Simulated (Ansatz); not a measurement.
**C: equation of state with PBEsol**

C, a slab with vacuum:

```
CELL_PARAMETERS angstrom
2.45623 0.00000 0.00000
-1.22811 2.12716 0.00000
0.00000 0.00000 24.13396
ATOMIC_POSITIONS crystal
C 0.66667 0.33333 0.57048
C 0.33333 0.66667 0.42952
C 0.00000 0.00000 0.42953
C 0.00000 0.00000 0.57047
```

```yaml
Program: Ansatz 0.2.0
Task: equation of state
Functional: PBEsol
Potentials_or_basis: all-electron LAPW, scalar-relativistic
Basis_error_allowed: 0.002 eV/atom
k_mesh: 12 × 12 × 2
Occupations: fermi-dirac, width 0.05 eV
Spin: no spin polarisation
```

The equilibrium volume is 31.64 Å³/atom, the bulk modulus at fixed shape and positions is 78 GPa and the pressure derivative of the bulk modulus is 3.5.

Energy against volume, from the lowest point:
```
volume (Å³/atom)  energy (meV/atom)
          29.632              33.97
          30.263              15.40
          30.893               4.30
          31.524               0.00
          32.154               1.92
          32.785               9.53
          33.415              22.32
```

All runs of the series together: 2.4 min on 2 threads of Intel(R) Xeon(R) Platinum 8375C CPU @ 2.90GHz (Ice Lake) (shared host).

Caveat: the cell was scaled at fixed shape and fractional positions, which overstates the stiffness of a crystal with free parameters, most of all of layers and chains.
